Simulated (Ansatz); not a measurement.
# InSe (P6_3/mmc) in Ansatz: band structure with r2SCAN

Aim: the band structure of InSe with r2SCAN.

All numbers are computed with Ansatz 0.2.0; they aren't measurements. Logs are shortened: lines on timing, memory, paths and dates and some standing lists are left out, and cuts for length are marked.

### 1 Starting point

It takes space group P6_3/mmc (No. 194, hexagonal). Conventional cell: a = 4.050 Å, b = 4.050 Å, c = 16.930 Å, α = 90.00°, β = 90.00°, γ = 120.00°. Around In (site symmetry 3m) lie 3 Se at 2.52 Å. Se (site symmetry 3m) is surrounded by 3 In at 2.52 Å.

### 2 Band structure, r2SCAN

input.yaml reads:

```yaml
crystal:
  lattice:
    - [4.05, 0.0, 0.0]
    - [-2.025, 3.5074028853, 0.0]
    - [0.0, 0.0, 16.93]
  atoms:
    - { symbol: In, position: [0.6666666667, 0.3333333333, 0.843] }
    - { symbol: In, position: [0.3333333333, 0.6666666667, 0.343] }
    - { symbol: In, position: [0.6666666667, 0.3333333333, 0.657] }
    - { symbol: In, position: [0.3333333333, 0.6666666667, 0.157] }
    - { symbol: Se, position: [0.6666666667, 0.3333333333, 0.398] }
    - { symbol: Se, position: [0.3333333333, 0.6666666667, 0.898] }
    - { symbol: Se, position: [0.6666666667, 0.3333333333, 0.102] }
    - { symbol: Se, position: [0.3333333333, 0.6666666667, 0.602] }
hamiltonian:
  xc: r2scan
  pseudopotentials: { kind: paw }
kpoints:
  mp_grid: { grid: [8, 8, 2] }
  band_path:
    path:
      - [[0.0, 0.0, 0.0], [0.5, 0.0, 0.0], [0.3333333333, 0.3333333333, 0.0], [0.0, 0.0, 0.0], [0.0, 0.0, 0.5], [0.5, 0.0, 0.5], [0.3333333333, 0.3333333333, 0.5], [0.0, 0.0, 0.5]]
      - [[0.5, 0.0, 0.5], [0.5, 0.0, 0.0]]
      - [[0.3333333333, 0.3333333333, 0.0], [0.3333333333, 0.3333333333, 0.5]]
    npoints: 10
scf:
  occupations: { method: fermi_dirac, width: 0.05 }
  n_extra_bands: 20
output:
  forces: true
  stress: true
  eigenvalues: true
  fatbands: true
```

Potentials or basis: Ansatz PAW.

Run with:

```sh
ansatz run input.yaml --threads 4 --pin off --max-ram 11264MiB --backend cpu --events-out ev --progress --plain --runs-dir out
```

What it wrote:

```text
Warning: RAYON_NUM_THREADS=4 ignored (pool sized by the plan → 4); use --threads N
scf.n_extra_bands = 20 over 58 filled bands (N_el = 116.0): the run solves 78 bands
Engine: ansatz 0.2.0, x86_64-unknown-linux-gnu
Pseudopotentials: kind: paw
Pseudopotential: In, paw, valence charge 13, recommended cutoff 500 eV (meta_gga), In.paw.azcp
Pseudopotential: Se, paw, valence charge 16, recommended cutoff 500 eV (meta_gga), Se.paw.azcp
Functional definition: r2SCAN
  parameter k0 = 0.174
  parameter k1 = 0.065
  parameter a1 = 4.9479
  exchange = r2scan_x(k0 = k0, k1 = k1, a1 = a1)
  correlation = r2scan_c
Crystal: 8 atoms, lattice volume = 240.490 Å³
Basis set: ecut = 500 eV, 6163 PW (Γ), exchange–correlation on 120×120×500 points (64 copies of the dense FFT grid, shifted against one another)
Bands: 78, of which v1, the nominal top of the filled ones, is band 58 counted from 1 (57 counted from 0)
Symmetry: 24 space group operations
Space group: P63/mmc (ITA 194), of the structure as read, at distance tolerance 6.2e-5 Å
k-points: 20 of 128
Non-local potential: In, projectors of the file, l = 0: 2, l = 1: 2, l = 2: 2, l = 3: 2
Non-local potential: Se, projectors of the file, l = 0: 2, l = 1: 2, l = 2: 3, l = 3: 1
PAW form: soft (Blöchl's): semilocal exchange-correlation on the pseudo side does not see the compensation charge
PAW frozen core: In, regenerated for the run's functional (the file was generated under x = pbe(κ = 0.804, μ = 0.2195149727645171), c = pbe(β = 0.06672455060314922))
PAW frozen core: Se, regenerated for the run's functional (the file was generated under x = pbe(κ = 0.804, μ = 0.2195149727645171), c = pbe(β = 0.06672455060314922))
PAW one-centre angular grid: In, 590 points (default); XC on 289 of its mesh's 2783 points in the sphere
PAW one-centre angular grid: Se, 590 points (default); XC on 160 Gauss nodes
Initial density: superposition of atomic densities (neutral atoms: chi_scale 0, normalization atom), corrected by the library's trained network
Initial wavefunctions: pseudopotential atomic-orbital guess
Functional: x = r2scan, c = r2scan; τ floored in thin density (d = 2e-4 eV/Å³)
SCF iter   1: F=—  HF=-44363.485490 eV  |F-HF|=—  |Δ(HF+E_count)|=         —  Δρ=5.99e-3  dr2=6.40e-2  dr2_τ=4.52e-2  ethr=1.77e-3  ⟨swp⟩=6.0  Hψ=6440  notcnv=0  defer=127
preconditioner: auto → LDOS  [insulator: Δε(μ)=0.558 eV  Ē_g=16.551 eV  σ=0.050 eV  W_gap=0.82  n_scr=66 (ndim 8)  ℏωp=20.9 eV  f_vac=0.140  D(μ)=0.27/eV (n_scr^D=2)  ε∞_Penn≈2.6  β→1.0]
SCF iter   2: F=—  HF=-44363.562442 eV  |F-HF|=—  |Δ(HF+E_count)|=   7.70e-2  Δρ=3.75e-3  dr2=9.23e-2  dr2_τ=9.46e-4  ethr=5.52e-5  ⟨swp⟩=2.9  Hψ=3160  notcnv=0  defer=281
SCF iter   3: F=—  HF=-44363.542574 eV  |F-HF|=—  |Δ(HF+E_count)|=   1.99e-2  Δρ=1.56e-3  dr2=3.78e-2  dr2_τ=3.03e-4  ethr=5.52e-5  ⟨swp⟩=2.8  Hψ=2413  notcnv=0  defer=281
SCF iter   4: F=—  HF=-44363.534116 eV  |F-HF|=—  |Δ(HF+E_count)|=   8.46e-3  Δρ=4.44e-4  dr2=8.72e-4  dr2_τ=8.33e-6  ethr=3.26e-5  ⟨swp⟩=2.0  Hψ=1631  notcnv=0  defer=281
SCF iter   5: F=—  HF=-44363.533865 eV  |F-HF|=—  |Δ(HF+E_count)|=   2.51e-4  Δρ=8.07e-5  dr2=2.61e-5  dr2_τ=1.84e-7  ethr=7.52e-7  ⟨swp⟩=2.1  Hψ=2188  notcnv=0  defer=281
SCF iter   6: F=—  HF=-44363.533907 eV  |F-HF|=—  |Δ(HF+E_count)|=   4.24e-5  Δρ=1.21e-5  dr2=6.51e-7  dr2_τ=2.87e-8  ethr=2.25e-8  ⟨swp⟩=2.0  Hψ=2289  notcnv=0  defer=281
SCF iter   7: F=-44363.533907 eV  HF=-44363.533907 eV  |F-HF|=2.09e-9  |Δ(HF+E_count)|=   2.69e-7  Δρ=3.07e-6  dr2=1.54e-8  dr2_τ=9.15e-10  ethr=8.62e-11  ⟨swp⟩=12.4  Hψ=9073  notcnv=0
SCF 1 converged in 7 iterations: F = -44363.533907 eV  dr2 = 1.54e-8
NSCF: frozen V_eff on 93 k-points
SCF converged after 7 iterations
Free energy (F): -44363.533907 eV
Harris-Foulkes:  -44363.533907 eV  (|F-HF|=2.09e-9)
Internal energy: -44363.531531 eV  (E = F + TS)
E sigma→0 (E₀):  -44363.532719 eV
Entropy (-TS):   -0.002376 eV (-0.297 meV/atom)
Fermi energy:    7.267577 eV
--- Per-component energies (eV) ---
  E_band       = -1964.058819
  E_kinetic    = 1455.928180
  E_local      = -16640.185956  (includes V_loc(G=0)·N_el)
  E_nonlocal   = -910.454375
  E_hartree    = 7678.570154
  E_xc         = -1199.421838
  E_vxc        = -853.162611  (∫ρ·V_xc dr)
  E_paw        = -24438.590528  (= ΣΔE_a)
  E_vpaw       = -423.847069  (= ΣTr[D̂ρ^β])
  E_aug_tail   = -0.000813  (compensation charges beyond the density's cutoff)
  E_vtau       = 50.528473  (kinetic-family band-sum trace: ∫τ·v_τ [+ j·A + Jᵃ·Aᵃ] dr)
  E_ewald      = -10306.179457
  E_core_change = -3.196898  (= ΣΔE_core)
  E_smearing   = -0.002376  (= −TS)
  E_closure    = 0.000000  (closes the sum)
  Σ components = -44363.533907   (vs F -44363.533907, Δ=0.00e0)
--- Forces (eV/Å), atoms counted from 1 ---
  atom   1  In    -0.00000000     0.00000000    -2.86712354
  atom   2  In     0.00000000    -0.00000000    -2.86712354
  atom   3  In    -0.00000000     0.00000000     2.86712354
  atom   4  In     0.00000000    -0.00000000     2.86712354
  atom   5  Se    -0.00000000     0.00000000     1.89361647
  atom   6  Se     0.00000000    -0.00000000     1.89361647
  atom   7  Se     0.00000000     0.00000000    -1.89361647
  atom   8  Se    -0.00000000    -0.00000000    -1.89361647
  max |Σ_I F_I| component: 8.88e-16 eV/Å
--- Stress (GPa, compression-positive) ---
        8.606221       0.000000       0.000000
       -0.000000       8.606221       0.000000
        0.000000       0.000000       0.557394
  P = ⅓ Tr σ = 5.9233 GPa (59.233 kbar)
--- Band table (eV; the first three rows and the last of 20) ---
  k-point 0: bands = ["-41.7465", "-41.7465", "-41.7465", "-41.7465", "-41.7465", "-41.7465", "-41.7465", "-41.7465", "-41.6629", "-41.6629", "-41.6629", "-41.6629", "-41.6629", "-41.6629", "-41.6629", "-41.6629", "-41.6352", "-41.6352", "-41.6351", "-41.6351", "-8.6825", "-8.6695", "-8.5794", "-8.5593", "-8.4749", "-8.4749", "-8.4745", "-8.4745", "-8.4540", "-8.4540", "-8.4537", "-8.4537", "-8.2585", "-8.2585", "-8.2584", "-8.2584", "-8.1824", "-8.1824", "-8.1822", "-8.1822", "-7.4683", "-7.3340", "-7.2759", "-7.1398", "1.2285", "1.6070", "2.7684", "3.5538", "4.7259", "4.7259", "4.7864", "4.7864", "4.8261", "4.8261", "4.8882", "4.8882", "5.8835", "7.1523", "7.2014", "7.9191", "8.7569", "9.1245", "11.2907", "11.2907", "11.4393", "11.4393", "12.0030", "12.0030", "12.2066", "12.2066", "12.6479", "13.0931", "14.0421", "14.7650", "15.3994", "15.5383", "16.0726", "16.0726"]
  k-point 1: bands = ["-41.7465", "-41.7465", "-41.7465", "-41.7465", "-41.7465", "-41.7465", "-41.7465", "-41.7465", "-41.6629", "-41.6629", "-41.6629", "-41.6629", "-41.6629", "-41.6629", "-41.6629", "-41.6629", "-41.6352", "-41.6352", "-41.6351", "-41.6351", "-8.6766", "-8.6766", "-8.5688", "-8.5688", "-8.4747", "-8.4747", "-8.4747", "-8.4747", "-8.4539", "-8.4539", "-8.4539", "-8.4539", "-8.2584", "-8.2584", "-8.2584", "-8.2584", "-8.1823", "-8.1823", "-8.1823", "-8.1823", "-7.4222", "-7.4222", "-7.1868", "-7.1868", "1.3860", "1.3860", "3.1666", "3.1666", "4.7476", "4.7476", "4.7476", "4.7476", "4.8658", "4.8658", "4.8658", "4.8658", "6.3545", "6.3545", "7.7540", "7.7540", "8.9328", "8.9328", "11.3553", "11.3553", "11.3553", "11.3553", "12.1142", "12.1142", "12.1142", "12.1142", "12.8522", "12.8522", "14.3516", "14.3516", "15.5468", "15.5468", "16.2953", "16.2953"]
  k-point 2: bands = ["-41.7465", "-41.7465", "-41.7465", "-41.7465", "-41.7465", "-41.7465", "-41.7465", "-41.7465", "-41.6629", "-41.6629", "-41.6629", "-41.6629", "-41.6629", "-41.6629", "-41.6629", "-41.6629", "-41.6351", "-41.6351", "-41.6351", "-41.6351", "-8.7673", "-8.7534", "-8.7151", "-8.6985", "-8.4617", "-8.4613", "-8.4399", "-8.4396", "-8.4276", "-8.4272", "-8.3333", "-8.3321", "-8.2674", "-8.2670", "-8.2583", "-8.2581", "-8.1858", "-8.1857", "-8.1834", "-8.1831", "-7.3012", "-7.1727", "-7.1359", "-7.0030", "1.3005", "1.5690", "2.7931", "3.0892", "3.8184", "3.9036", "4.0392", "4.4605", "4.5013", "4.5753", "4.6171", "4.6942", "6.3439", "7.1655", "8.1370", "8.6002", "9.3474", "9.6564", "10.7899", "11.0293", "11.5115", "11.6525", "11.7806", "11.8225", "12.4642", "12.4920", "12.6659", "13.2731", "13.7903", "14.4859", "14.8377", "15.7229", "15.8658", "16.0801"]
  k-point 19: bands = ["-41.7465", "-41.7465", "-41.7465", "-41.7465", "-41.7463", "-41.7463", "-41.7463", "-41.7463", "-41.6630", "-41.6630", "-41.6630", "-41.6630", "-41.6629", "-41.6629", "-41.6628", "-41.6628", "-41.6350", "-41.6350", "-41.6350", "-41.6350", "-9.0267", "-9.0267", "-9.0064", "-9.0064", "-8.4031", "-8.4031", "-8.3618", "-8.3618", "-8.3231", "-8.3231", "-8.2846", "-8.2846", "-8.2654", "-8.2654", "-8.2247", "-8.2247", "-8.2019", "-8.2019", "-8.0939", "-8.0939", "-5.9666", "-5.9666", "-5.9095", "-5.9095", "-0.0554", "-0.0554", "0.3899", "0.3899", "2.1968", "2.1968", "2.4754", "2.4754", "4.0425", "4.0425", "4.4934", "4.4934", "5.9062", "5.9062", "9.7397", "9.7397", "9.8062", "9.8062", "11.3354", "11.3354", "12.1558", "12.1558", "12.2008", "12.2008", "12.8783", "12.8783", "14.0657", "14.0657", "14.8489", "14.8489", "15.0674", "15.0674", "15.8220", "15.8220"]
```

Wall time 70 s (4 threads of Intel Xeon at 2.50GHz (Skylake/Cascade Lake), shared host); peak memory 1.7 GiB.

Results:

* Free energy: -44363.5339 eV
* Pressure: 5.9 GPa
* Largest force: 2.867 eV/Å
* Band gap on the k mesh: none (metal or under the smearing width)

Forces in eV/Å, atoms in the order of the input:
```
In   0.000  0.000 -2.867
In   0.000  0.000 -2.867
In   0.000  0.000  2.867
In   0.000  0.000  2.867
Se   0.000  0.000  1.894
Se   0.000  0.000  1.894
Se   0.000  0.000 -1.894
Se   0.000  0.000 -1.894
```

Levels at the corners of the path, in eV from the Fermi level:
```tsv
point	band 54	band 55	band 56	band 57	band 58	band 59	band 60	band 61	band 62	band 63
Γ	-2.44	-2.38	-2.38	-1.38	-0.12	-0.07	0.65	1.49	1.86	4.02
M	-3.41	-3.16	-2.78	-1.65	-1.16	1.13	1.28	1.58	1.61	3.25
K	-3.14	-2.76	-2.76	-1.40	-1.40	2.27	2.59	2.59	2.79	4.22
Γ	-2.44	-2.38	-2.38	-1.38	-0.12	-0.07	0.65	1.49	1.86	4.02
A	-2.40	-2.40	-2.40	-0.91	-0.91	0.49	0.49	1.67	1.67	4.09
L	-3.54	-2.91	-2.91	-1.41	-1.41	1.37	1.37	1.44	1.44	3.23
H	-3.11	-2.80	-2.80	-1.38	-1.38	2.48	2.48	2.55	2.55	4.30
A	-2.40	-2.40	-2.40	-0.91	-0.91	0.49	0.49	1.67	1.67	4.09
L	-3.54	-2.91	-2.91	-1.41	-1.41	1.37	1.37	1.44	1.44	3.23
M	-3.41	-3.16	-2.78	-1.65	-1.16	1.13	1.28	1.58	1.61	3.25
K	-3.14	-2.76	-2.76	-1.40	-1.40	2.27	2.59	2.59	2.79	4.22
H	-3.11	-2.80	-2.80	-1.38	-1.38	2.48	2.48	2.55	2.55	4.30
```

Caveat: spin-orbit coupling is left out, which moves the levels of the heavy elements; the PAW data sets come from PBE, with cores solved anew for the run's functional, which leaves a small shift of forces and pressure; forces of over 1 eV/Å show positions far from the minimum, so gaps and moduli don't describe the material at rest.
